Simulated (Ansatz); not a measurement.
# AlRu: response to biaxial strain in the a-b plane

How does AlRu answer biaxial strain in the a-b plane between -4.5 and +4.5 %? At each strain the length and tilt of c and the atoms relax, within the symmetry that is left.

Method: DFT PBEsol, scalar-relativistic, plane waves, PAW, in Ansatz 0.2.0.

2 further runs of the same task are left out: 2 set aside as unsound or not needed.

### Step 1. Starting point

It takes space group Pm-3m (No. 221, cubic). The conventional cell has a = 2.976 Å, b = 2.976 Å, c = 2.976 Å, α = 90.00°, β = 90.00°, γ = 90.00°. Al (site symmetry m-3m) is surrounded by 8 Ru at 2.58 Å. Around Ru (site symmetry m-3m) lie 8 Al at 2.58 Å.

As a file:

```cif
data_structure
_symmetry_space_group_name_H-M 'P 1'
_symmetry_Int_Tables_number 1
_cell_length_a 2.9763
_cell_length_b 2.9763
_cell_length_c 2.9763
_cell_angle_alpha 90.000
_cell_angle_beta 90.000
_cell_angle_gamma 90.000
_cell_volume 26.37
loop_
_atom_site_label
_atom_site_type_symbol
_atom_site_fract_x
_atom_site_fract_y
_atom_site_fract_z
_atom_site_occupancy
Al1 Al 0.00000 0.00000 0.00000 1
Ru1 Ru 0.50000 0.50000 0.50000 1
```

It goes back to an entry of the Materials Project, which need not be the stable form.

It is the result of an earlier relaxation at this level (volume 13.18 Å³/atom; gap on the mesh: none (metal)).

The unstrained cell was computed beforehand with the same settings: E(σ→0) = -6342.3084 eV for 2 atoms, gap none (metal).

### Step 2. The cell strained by -1.5 %

Input file input.yaml:

```yaml
crystal:
  lattice:
    - [2.9316697375, 0.0, 0.0]
    - [0.0, 2.9316697375, 0.0]
    - [0.0, 0.0, 3.0031012844]
  atoms:
    - { symbol: Al, position: [0.0, 0.0, 0.0] }
    - { symbol: Ru, position: [0.5, 0.5, 0.5] }
basis:
  ecutwfc: 420
kpoints:
  mp_grid: { grid: [18, 18, 18] }
hamiltonian:
  xc: pbesol
scf:
  occupations: { method: gaussian, width: 0.1 }
output:
  forces: true
  stress: true
  eigenvalues: true
  write_density: true
  write_potential: true
  elf: true
  volumetric_format: npy
relax:
  adjacent_minimum: "off"
  f_tol: 0.008
  max_steps: 40
  cell: { stress_tol: 0.015, fix: [a, b, gamma] }
```

The run is started by

```bash
> ansatz run input.yaml --threads 1 --pin off --max-ram 2560MiB --backend cpu --events-out ev --progress --plain --runs-dir out
```

Further runs follow: At +1.5 %; strain -3.0 %; the cell strained by +3.0 %; the cell strained by -4.5 %; the cell strained by +4.5 %.

Before running it: what results should come out? Wanted: (1/V) d²E/dε² at zero strain, cubic fit; strain of the free axis c per applied strain.

The runs gave:

| quantity | value |
| --- | --- |
| largest energy cost | 63.4 meV/atom at -4.5 % |
| (1/V) d²E/dε² at zero strain, cubic fit | 706 GPa |
| strain of the free axis c per applied strain | -0.93 |

The curvature of the energy, 706 GPa, is twice the biaxial modulus. Compression by 4.5 % costs 63.4 meV/atom and stretching 54.4. The free axis c moves against the applied strain (factor -0.93).
